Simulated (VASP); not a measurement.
Write the native input for VASP 6.6.1 that does the following.

- Task: band structure
- Functional: PBE
- Potentials or basis: VASP PAW PBE potentials, release 64 (C_GW)
- Cutoff: 420 eV
- k mesh: 14 × 14 × 14
- Occupations: gaussian, width 0.02 eV
- Spin: no spin polarisation
- Further INCAR settings: ALGO = Normal; EDIFF = 1e-07

Crystal: C.

```
C
1.0
     0.00000    1.78671    1.78671
     1.78671    0.00000    1.78671
     1.78671    1.78671    0.00000
C
2
Direct
  0.00000 0.00000 0.00000
  0.25000 0.25000 0.25000
```

This isn't the form of C at room conditions, which is graphite.

These files were run (other wordings do the same):

POSCAR

```
C                                       
1.0
    0.0000000000      1.7867095160      1.7867095160
    1.7867095160      0.0000000000      1.7867095160
    1.7867095160      1.7867095160      0.0000000000
  C             
     2
Direct
     0.0000000000000000    0.0000000000000000    0.0000000000000000
     0.2500000000000000    0.2500000000000000    0.2500000000000000
```

INCAR.step1

```
SYSTEM = C
PREC = Accurate
ENCUT = 420
EDIFF = 1E-7
ISMEAR = 0
SIGMA = 0.02
LREAL = .FALSE.
LASPH = .TRUE.
NELM = 80
ALGO = Normal
ISIF = 2
LWAVE = .FALSE.
LCHARG = .TRUE.
GGA = PE
KPAR = 4
```

KPOINTS.step1

```
regular mesh
0
G
  14 14 14
  0 0 0
```

INCAR.step2

```
SYSTEM = C
PREC = Accurate
ENCUT = 420
EDIFF = 1E-7
ISMEAR = 0
SIGMA = 0.05
LREAL = .FALSE.
LASPH = .TRUE.
NELM = 80
ALGO = Normal
ISIF = 2
LWAVE = .FALSE.
LCHARG = .FALSE.
GGA = PE
KPAR = 4
ICHARG = 11
```

KPOINTS.step2

```
path GXWKGLUWLK,UX
15
line-mode
reciprocal
 0.0000000000  0.0000000000  0.0000000000  G
 0.5000000000  0.0000000000  0.5000000000  X

 0.5000000000  0.0000000000  0.5000000000  X
 0.5000000000  0.2500000000  0.7500000000  W

 0.5000000000  0.2500000000  0.7500000000  W
 0.3750000000  0.3750000000  0.7500000000  K

 0.3750000000  0.3750000000  0.7500000000  K
 0.0000000000  0.0000000000  0.0000000000  G

 0.0000000000  0.0000000000  0.0000000000  G
 0.5000000000  0.5000000000  0.5000000000  L

 0.5000000000  0.5000000000  0.5000000000  L
 0.6250000000  0.2500000000  0.6250000000  U

 0.6250000000  0.2500000000  0.6250000000  U
 0.5000000000  0.2500000000  0.7500000000  W

 0.5000000000  0.2500000000  0.7500000000  W
 0.5000000000  0.5000000000  0.5000000000  L

 0.5000000000  0.5000000000  0.5000000000  L
 0.3750000000  0.3750000000  0.7500000000  K

 0.6250000000  0.2500000000  0.6250000000  U
 0.5000000000  0.0000000000  0.5000000000  X
```

Potentials or basis: VASP PAW PBE potentials, release 64 (C_GW).

Command:

```sh
$ cat potpaw_PBE.64/C_GW/POTCAR > POTCAR
$ cp INCAR.step1 INCAR
$ cp KPOINTS.step1 KPOINTS
$ mpirun -np 4 vasp_std > vasp.out
$ cp INCAR.step2 INCAR
$ cp KPOINTS.step2 KPOINTS
$ mpirun -np 4 vasp_std > vasp.out
```

Results of the run:

* Band gap on the k mesh: 4.10 eV, indirect (least direct gap 5.56 eV)
* Band gap along the path: 4.10 eV, indirect (least direct gap 5.56 eV)

Caveat: the log is that of the step along the path at fixed density, whose energy, stress, charges and moments have no meaning.

Run time: 6.8 s on 4 MPI ranks on Intel(R) Xeon(R) Platinum 8488C (Sapphire Rapids) (shared host), peak memory 0.1 GiB a rank.
